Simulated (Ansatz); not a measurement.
## SiO2: 17O NMR of the central transition

Cell: an entry of the Crystallography Open Database (COD), its atoms then relaxed with PBE in this cell.

Space group P4_12_12 (No. 92); a = 4.9080, c = 6.7840 Å.

| site | Wyckoff | site symmetry | x | y | z |
| --- | --- | --- | --- | --- | --- |
| Si | 4a | ..2 | 0.3123 | 0.3123 | 0.0000 |
| O | 8b | 1 | 0.2337 | 0.1302 | 0.1920 |

One atom of each set is listed.

All values are calculated (Ansatz; DFT, PBE, plane waves and PAW, scalar-relativistic, 420 eV cutoff, Γ-centred 5×5×4 k-points, Fermi–Dirac smearing 0.02 eV), not measured.

17O has I = 5/2 and Q = -25.58 mb (Pyykkö 2018); at 18.8 T its Larmor frequency is ν₀ = 108.6 MHz. Only the quadrupole interaction is simulated: positions count from each site's isotropic chemical shift, and J coupling is left out, as are shift anisotropy and dipolar coupling, which fast spinning averages.

**Question.** Give C_Q, η, the quadrupolar product P_Q = |C_Q|(1 + η²/3)^½, the second-order isotropic shift and the breadth of the pattern (fast magic-angle spinning) for each O site.

**Answer.** 

```tsv
site	first shell	C_Q (MHz)	η	P_Q (MHz)	δ_QIS (ppm)	breadth (kHz)
O	2 Si at 1.62–1.63 Å, angle 139°	-5.67	0.24	5.72	-16.7	4.11
```

δ_QIS = −(ν_Q²/30ν₀²)[I(I+1) − 3/4](1 + η²/3) × 10⁶ ppm with ν_Q = 3|C_Q|/[2I(2I−1)]; it falls as 1/B₀² in ppm, and the breadth as 1/B₀ in kHz.

At O V_zz runs parallel to the line that joins its two neighbours (within 1°).

The cell is 5 % smaller than that of α-cristobalite at ambient conditions, so the entry probably stands for a crystal under pressure.
